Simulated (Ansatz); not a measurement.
# Density of states of BaTe

```yaml
crystal:
  lattice:
    - [4.24236, 0.00000, 0.00000]
    - [0.00000, 4.24236, 0.00000]
    - [0.00000, 0.00000, 4.24236]
  atoms:
    - { symbol: Ba, position: [0.00000, 0.00000, 0.00000] }
    - { symbol: Te, position: [0.50000, 0.50000, 0.50000] }
```

The structure comes from a relaxation in the same program, started in the CsCl type, and has space group Pm-3m. Whether it is a known phase or the ground state wasn't checked.

No spin–orbit coupling, which matters for the heavy atoms here.

All numbers below come from Ansatz 0.2.0, DFT, PBE, all-electron LAPW, scalar-relativistic.

Settings: a Γ-centred 9×9×9 k mesh, Fermi–Dirac smearing of 0.05 eV, basis error target 1 meV/atom, no spin polarisation.

States per eV and cell, averaged over 0.4 eV, from -9.8 to 2.8 eV, with energies (bin centres) from the valence-band top; empty bins are left out. The partial columns, the largest 4 alone, are projections on Löwdin-orthogonalised atomic shells (those that the program's projection atoms carry: the occupied ones and, for some elements, an empty d or f shell; other empty shells have no column), summed over atoms of an element. Weights on diffuse s and p shells depend on that basis and aren't pure angular character.

```tsv
E (eV)	total	Te 5p	Te 5s	Ba 6s	Ba 5p
-9.7	4.41	0.01	4.04	0.16	0.18
-9.3	0.03	0.00	0.03	0.00	0.00
-3.3	0.13	0.09	0.00	0.04	0.00
-2.9	0.91	0.70	0.01	0.16	0.01
-2.5	3.42	2.88	0.03	0.30	0.06
-2.1	2.24	1.96	0.03	0.10	0.04
-1.7	1.92	1.73	0.01	0.03	0.03
-1.3	1.84	1.65	0.01	0.03	0.02
-0.9	2.84	2.58	0.01	0.03	0.02
-0.5	1.63	1.51	0.00	0.01	0.01
-0.1	0.07	0.06	0.00	0.00	0.00
1.1	0.21	0.00	0.00	0.02	0.00
1.5	1.15	0.04	0.00	0.20	0.00
1.9	2.29	0.07	0.00	0.29	0.00
2.3	1.17	0.02	0.00	0.20	0.00
2.7	0.96	0.02	0.01	0.17	0.00
```

Problem. Which of the resolved shells contributes most in the top eV of the valence band?

Solution. Te 5p, with 92 % of all states there; Ba 6s follows with 1 %.
